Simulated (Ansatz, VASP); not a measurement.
# Pd in VASP and in Ansatz

```
Pd
1.0
     0.00000    1.94490    1.94490
     1.94490    0.00000    1.94490
     1.94490    1.94490    0.00000
Pd
1
Direct
  0.00000 0.00000 0.00000
```

Alike in both runs: task relaxation of cell and atoms; functional LDA; k mesh 18 × 18 × 18; occupations gaussian, width 0.1 eV; no spin polarisation.

|  | VASP | Ansatz |
| --- | --- | --- |
| version | VASP 6.6.1 | Ansatz 0.2.0 |
| potentials or method | VASP PAW LDA potentials, release 64 (Pd) | scalar-relativistic, plane waves, PAW |
| plane-wave cutoff (eV) | 600 | 420 |
| valence electrons in the cell | 10 | 18 |

Ansatz gave:

| Quantity | Value |
| --- | --- |
| gap on the k mesh at the Fermi level, each at its own relaxed structure (eV) | none |
| relaxed volume (Å³/atom) | 14.15 |
| relaxed cell length with the largest relative difference (Å) | 2.715 |
| energy change over the relaxation (meV/atom) | -15 |

Which values does VASP return?

gap on the k mesh at the Fermi level, each at its own relaxed structure (eV): none; relaxed volume (Å³/atom): 14.16; relaxed cell length with the largest relative difference (Å): 2.716; energy change over the relaxation (meV/atom): -14.

A gap of «none» marks a metal or a gap that the smearing closes. The two sets of potentials don't hold the same shells in valence.

LDA usually gives volumes a few per cent too small. Zero-point motion and thermal expansion aren't in these numbers.
